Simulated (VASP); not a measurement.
Runs of VASP 6.6.1 on C. It takes space group Fd-3m (No. 227, cubic). Conventional cell: a = 3.567 Å, b = 3.567 Å, c = 3.567 Å, α = 90.00°, β = 90.00°, γ = 90.00°. Around C (site symmetry -43m) lie 4 C at 1.54 Å. This isn't the form of C at room conditions, which is graphite.

```csv
task,level,potentials or basis,cell,k mesh,cutoff (eV),smearing,grid for exact exchange (PRECFOCK),screening parameter,exchange at q = 0,share of exact exchange,mesh quality,gap on the mesh (eV),pressure (GPa)
band structure,HSE06,"VASP PAW PBE potentials, release 64 (C)",as given,7 × 7 × 7,520,fermi-dirac 0.05 eV,Fast,0.2 1/A,-,-,coarse,5.42,-7.3
band structure,revTPSS,"VASP PAW PBE potentials, release 64 (C)",as given,13 × 13 × 13,520,fermi-dirac 0.05 eV,-,-,-,-,not flagged,4.02,(c)
band structure,M06-L,"VASP PAW PBE potentials, release 64 (C)",as given,13 × 13 × 13,520,fermi-dirac 0.05 eV,-,-,-,-,not flagged,4.61,(d)
density of states,PW91,"VASP PAW PBE potentials, release 64 (C)",cell strained at random at fixed volume,13 × 13 × 13,520,tetrahedron,-,-,-,-,not flagged,3.80,3.5
band structure,r2SCAN-EpsX,"VASP PAW PBE potentials, release 64 (C)",as given,7 × 7 × 7,520,fermi-dirac 0.05 eV,Fast,-,truncated,0.171,coarse,5.68,-6.9
band structure,PBEsol0,"VASP PAW PBE potentials, release 64 (C)",as given,7 × 7 × 7,520,fermi-dirac 0.05 eV,Normal,-,default,-,coarse,-,-11.6
relaxation of cell and atoms,revTPSS,"VASP PAW PBE potentials, release 64 (C)",relaxed,13 × 13 × 13,600,fermi-dirac 0.05 eV,-,-,-,-,not flagged,(a),0.0
Born charges and dielectric tensor,optB88-vdW,"VASP PAW PBE potentials, release 64 (C_s)",as given,13 × 13 × 13,400,fermi-dirac 0.02 eV,-,-,-,-,not flagged,4.34,-
single point,PBEsol,"VASP PAW PBE potentials, release 54 (C)",as given,13 × 13 × 13,520,gaussian 0.05 eV,-,-,-,-,not flagged,(b),-3.8
band structure,TB-mBJ,"VASP PAW PBE potentials, release 64 (C)",as given,13 × 13 × 13,520,fermi-dirac 0.05 eV,-,-,-,-,not flagged,4.96,-
band structure,LMBJ,"VASP PAW PBE potentials, release 64 (C)",as given,13 × 13 × 13,520,fermi-dirac 0.05 eV,-,-,-,-,not flagged,4.97,-
```

Alike in all rows: no spin polarisation.

Question: Estimate the missing entries.

Answer: (a) 4.04; (b) 4.01; (c) -1.6; (d) -7.7.

Caveats: some runs use coarse meshes; the PAW data sets were made with another functional, which shifts forces and pressure a little; an odd mesh through Γ misses points on the zone boundary, where band edges often lie (some runs); the mesh misses the band edges, which the band path finds closer together (some runs); an unscreened hybrid on a path of extra k points without a Coulomb cutoff has errors near the mesh points, so the bands along the path aren't reliable (some runs).

Runs at the PBE level aren't shown here.
